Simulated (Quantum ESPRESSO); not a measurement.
**CdS (Greenockite) under changes of volume**

One of the cells (25.121 Å³/atom); the others are scaled copies at fixed shape and fractional positions:

```
Cd S
1.0
     4.15000    0.00000    0.00000
    -2.07500    3.59401    0.00000
     0.00000    0.00000    6.73700
Cd S
2 2
Cartesian
  2.0750 1.1980 3.3685
  0.0000 2.3960 0.0000
  2.0750 1.1980 5.8949
  0.0000 2.3960 2.5264
```

* Program: Quantum ESPRESSO 7.5
* Functional: PBE
* Potentials or basis: SSSP 1.3 efficiency PBE
* Cutoff: 816 eV
* Density cutoff: 6531 eV
* k mesh: 7 × 7 × 4
* Occupations: fermi-dirac, width 0.05 eV
* Spin: no spin polarisation

```tsv
volume (Å³/atom)	energy over the lowest point (meV/atom)	pressure (GPa)	gap on the mesh (eV)	largest force (eV/Å)
23.614	46.93	6.6	1.31	0.081
24.116	28.63	5.0	1.26	0.077
24.618	?	?	?	?
25.121	6.34	2.2	1.17	0.068
25.623	1.39	0.9	1.12	0.064
26.126	0.00	-0.1	1.08	0.061
26.628	1.82	-1.1	1.03	0.057
```

Problem. What does the run at 24.618 Å³/atom give?

Solution. Energy over the lowest point 15.27 meV/atom; pressure 3.5 GPa; gap on the mesh 1.22 eV; largest force 0.072 eV/Å.

Worked out: A Birch-Murnaghan fit of order 3 (a polynomial in V^(-2/3)) to the other rows has its minimum at 26.08 Å³/atom with B0 = V·E''(V) = 53 GPa and B' = 4.6 at fixed shape and positions, which overstates the stiffness. It gives 15.28 meV/atom at 24.618 Å³/atom, against the run's 15.27, and -dE/dV = 3.5 GPa, against 3.5. A straight line through the other rows of the gap, of slope -2.31 eV per unit of ln V (its deformation potential), gives 1.21 eV, against the run's 1.22.

Energies are extrapolated to zero smearing.

Spin-orbit coupling on Cd is left out.
